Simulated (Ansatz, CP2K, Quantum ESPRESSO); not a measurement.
**FePt: 4 runs at one level of theory**

```
CELL_PARAMETERS angstrom
2.72350 0.00000 0.00000
0.00000 2.72350 0.00000
0.00000 0.00000 3.72000
ATOMIC_POSITIONS crystal
Pt 0.50000 0.50000 0.50000
Fe 0.00000 0.00000 0.00000
```

Alike in all runs: task band structure; functional PBE; k mesh 10 × 10 × 7; occupations fermi-dirac, width 0.05 eV; collinear spin, ferromagnetic start; no spin-orbit coupling. Pressure is positive in compression and, in plane waves, holds the error of the finite cutoff, which Ansatz's Pulay term estimates and takes out.

```csv
program and potentials,plane-wave cutoff (eV),notes,pressure (GPa),net moment per atom (μB)
"Ansatz, all-electron LAPW, scalar-relativistic",-,-,3.38,1.64
"Quantum ESPRESSO, PseudoDojo 0.4.1 SR PBE standard",1225,17 valence electrons an atom on average,4.13,1.68
"Ansatz, JTH PAW",1320,13 valence electrons an atom on average; Pulay term of +0.03 GPa included,3.50,1.65
"CP2K, POTENTIAL_UZH Pt GTH-PBE-q18, Fe GTH-PBE-q16; TZVP-MOLOPT-PBE-GTH basis",-,atomic basis; 17 valence electrons an atom on average,4.85,1.69
```

The pressure spans 3.38 (Ansatz, all-electron LAPW, scalar-relativistic) to 4.85 GPa (CP2K, POTENTIAL_UZH Pt GTH-PBE-q18, Fe GTH-PBE-q16; TZVP-MOLOPT-PBE-GTH basis), with all-electron results at 3.38. The net moment per atom spans 1.64 (Ansatz, all-electron LAPW, scalar-relativistic) to 1.69 μB (CP2K, POTENTIAL_UZH Pt GTH-PBE-q18, Fe GTH-PBE-q16; TZVP-MOLOPT-PBE-GTH basis), with all-electron results at 1.64. The state is the one that the start led to, which needn't be the lowest. Rows in atomic bases carry the error of their basis and grid, which can be large.

Differences between rows come from potentials, basis sets and numerical settings, since the functional is the same but for its coding. Runs on potential files found faulty are left out.
